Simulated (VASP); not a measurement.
Crystal: ZnSiP2.

```
Zn P Si
1.0
    -2.68670    2.68670    5.23003
     2.68670   -2.68670    5.23003
     2.68670    2.68670   -5.23003
Zn P Si
2 4 2
Direct
  0.75000 0.25000 0.50000
  0.00000 0.00000 0.00000
  0.14230 0.62500 0.01730
  0.60770 0.12500 0.98270
  0.87500 0.85770 0.48270
  0.37500 0.39230 0.51730
  0.25000 0.75000 0.50000
  0.50000 0.50000 0.00000
```

The cell is a database's computed one.

Base run:

```yaml
Program: VASP 6.6.1
Functional: PW91
Potentials_or_basis: VASP PAW PBE potentials, release 64 (Zn, P, Si)
Cutoff: 520 eV
k_mesh: 5 × 5 × 5
Occupations: fermi-dirac, width 0.05 eV
Spin: no spin polarisation
```

Its results: band gap on the k mesh 1.32 eV, direct.

Task: The run is repeated on the same cell with these changes: functional from PW91 to LDA; potentials or basis from VASP PAW PBE potentials, release 64 (Zn, P, Si) to VASP PAW LDA potentials, release 64 (Zn, P, Si). What comes out?

Result: Band gap on the k mesh 1.19 eV, direct.
